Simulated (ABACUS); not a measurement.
**PbO2 under changes of volume**

One of the cells (14.176 Å³/atom); the others are scaled copies at fixed shape and fractional positions:

```
Pb O
1.0
     4.99496    0.00000    0.00000
     0.00000    4.99496    0.00000
     0.00000    0.00000    3.40900
Pb O
2 4
Direct
  0.50000 0.50000 0.50000
  0.00000 0.00000 0.00000
  0.69257 0.69257 0.00000
  0.80743 0.19257 0.50000
  0.19257 0.80743 0.50000
  0.30743 0.30743 0.00000
```

The cell is a database's computed one.

| Property | Result |
| --- | --- |
| Program | ABACUS 3.10.1 |
| Functional | PBE |
| Potentials or basis | PseudoDojo NC SR 0.4.1 PBE standard |
| Cutoff | 1143 eV |
| Density cutoff | 4572 eV |
| Basis | plane waves |
| k mesh | 6 × 6 × 8 |
| Occupations | fermi-dirac, width 0.05 eV |
| Spin | no spin polarisation |

```csv
volume (Å³/atom),energy over the lowest point (meV/atom),pressure (GPa),largest force (eV/Å)
13.325,76.79,17.8,0.207
13.609,49.06,13.6,0.148
13.892,28.32,9.9,0.094
14.176,?,?,?
14.459,4.48,3.8,0.001
14.743,0.10,1.2,0.040
15.026,0.00,-1.1,0.077
```

Problem. What does the run at 14.176 Å³/atom give?

Solution. Energy over the lowest point 13.70 meV/atom; pressure 6.7 GPa; largest force 0.046 eV/Å.

Worked out: A Birch-Murnaghan fit of order 3 (a polynomial in V^(-2/3)) to the other rows has its minimum at 14.89 Å³/atom with B0 = V·E''(V) = 119 GPa and B' = 5.3 at fixed shape and positions, which overstates the stiffness. It gives 13.66 meV/atom at 14.176 Å³/atom, against the run's 13.70, and -dE/dV = 6.7 GPa, against 6.7.

Energies are extrapolated to zero smearing.
